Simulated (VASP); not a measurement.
Se: relaxation of cell and atoms with LDA

The system is Se.

```
Se
1.0
     1.99274    1.15051    0.85378
    -1.99274    1.15051    0.85378
     0.00000   -2.30102    0.85378
Se
1
Direct
  0.00000 0.00000 0.00000
```

This isn't the form of Se at room conditions, which is trigonal, of chains.

```json
{
 "Program": "VASP 6.6.1",
 "Task": "relaxation of cell and atoms",
 "Functional": "LDA",
 "Potentials or basis": "VASP PAW LDA potentials, release 64 (Se)",
 "Cutoff": "600 eV",
 "k mesh": "15 × 15 × 13",
 "Occupations": "gaussian, width 0.03 eV",
 "Spin": "no spin polarisation",
 "Target pressure": "125 GPa",
 "Further INCAR settings": "ALGO = Normal; EDIFF = 1e-07; IBRION = 2; EDIFFG = -0.005; NSW = 90; ISIF = 3"
}
```

```
Relaxed volume                                         : 11.75 Å³/atom
Relaxed cell                                           : a = 2.454 Å, b = 2.454 Å, c = 2.454 Å, α = 108.57°, β = 108.57°, γ = 108.57°
Space group after relaxing (to 0.05 Å)                 : R-3m (No. 166)
Energy change on relaxing (the enthalpy is what falls) : -1.5 meV/atom
Ionic steps                                            : 3
Pressure after relaxing                                : 125.0 GPa
Band gap on the k mesh                                 : none (metal or under the smearing width)
```

Step by step:
| step | energy change (eV) | largest force (eV/Å) | pressure (GPa) | volume (Å³) |
| --- | --- | --- | --- | --- |
| 1 | 0.0000 | 0.0000 | 125.08 | 11.74 |
| 2 | -0.0075 | 0.0000 | 124.63 | 11.75 |
| 3 | -0.0015 | 0.0000 | 124.99 | 11.75 |

Final structure:
```
Se
1.0
     1.99288    1.15059    0.85379
    -1.99288    1.15059    0.85379
     0.00000   -2.30118    0.85379
Se
1
Direct
  0.00000 0.00000 0.00000
```

Levels at points of the mesh, in eV from the Fermi level:
| k point | band 1 | band 2 | band 3 | band 4 | band 5 | band 6 | band 7 |
| --- | --- | --- | --- | --- | --- | --- | --- |
| (0.00, 0.00, 0.00) | -22.98 | 6.08 | 7.23 | 7.23 | 13.43 | 13.43 | 14.40 |

Wall time 49 s on 1 thread of AMD EPYC 9R45 96-Core Processor (Zen 5), with other jobs on the host, peak memory 0.16 GiB.

Caveat: the cell is relaxed towards a set pressure, so the enthalpy falls and the energy may rise.
